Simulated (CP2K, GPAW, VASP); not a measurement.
**ZnS: programs and potentials compared**

```
Zn S
1.0
     3.81200    0.00000    0.00000
    -1.90600    3.30129    0.00000
     0.00000    0.00000   18.68999
Zn S
6 6
Direct
  0.33333 0.66667 0.83333
  0.66667 0.33333 0.33333
  0.66667 0.33333 0.66667
  0.33333 0.66667 0.16667
  0.00000 0.00000 0.50000
  0.00000 0.00000 0.00000
  0.33333 0.66667 0.95833
  0.66667 0.33333 0.45833
  0.66667 0.33333 0.79167
  0.33333 0.66667 0.29167
  0.00000 0.00000 0.62500
  0.00000 0.00000 0.12500
```

Alike in all runs: task single point; functional PBE; k mesh 8 × 8 × 2; occupations gaussian, width 0.015 eV; no spin polarisation; no spin-orbit coupling. Pressure is positive in compression and, in plane waves, holds the error of the finite cutoff.

| program and potentials | plane-wave cutoff (eV) | notes | band gap (eV) | pressure (GPa) |
| --- | --- | --- | --- | --- |
| VASP, PBE PAW files S, Zn, 520 eV | 520 | - | 2.17 | 2.29 |
| GPAW, GPAW PAW data sets (gpaw-data 1.2.1) | 600 | - | 2.16 | 2.15 |
| CP2K, POTENTIAL_UZH Zn GTH-PBE-q12, S GTH-PBE-q6; TZVP-MOLOPT-PBE-GTH basis | - | atomic basis | 2.13 | 2.59 |

Force on atom 7 (S), eV/Å:

| program and potentials | x | y | z |
| --- | --- | --- | --- |
| VASP, PBE PAW files S, Zn, 520 eV | 0.000 | 0.000 | -0.030 |
| GPAW, GPAW PAW data sets (gpaw-data 1.2.1) | 0.000 | 0.000 | -0.030 |

The band gap spans 2.13 (CP2K, POTENTIAL_UZH Zn GTH-PBE-q12, S GTH-PBE-q6; TZVP-MOLOPT-PBE-GTH basis) to 2.17 eV (VASP, PBE PAW files S, Zn, 520 eV). The pressure spans 2.15 (GPAW, GPAW PAW data sets (gpaw-data 1.2.1)) to 2.59 GPa (CP2K, POTENTIAL_UZH Zn GTH-PBE-q12, S GTH-PBE-q6; TZVP-MOLOPT-PBE-GTH basis). Rows in atomic bases carry the error of their basis and grid, which can be large.

The functional is the same throughout but for its coding, so the spread measures potentials, basis and numerics; runs on potential files found faulty are left out.
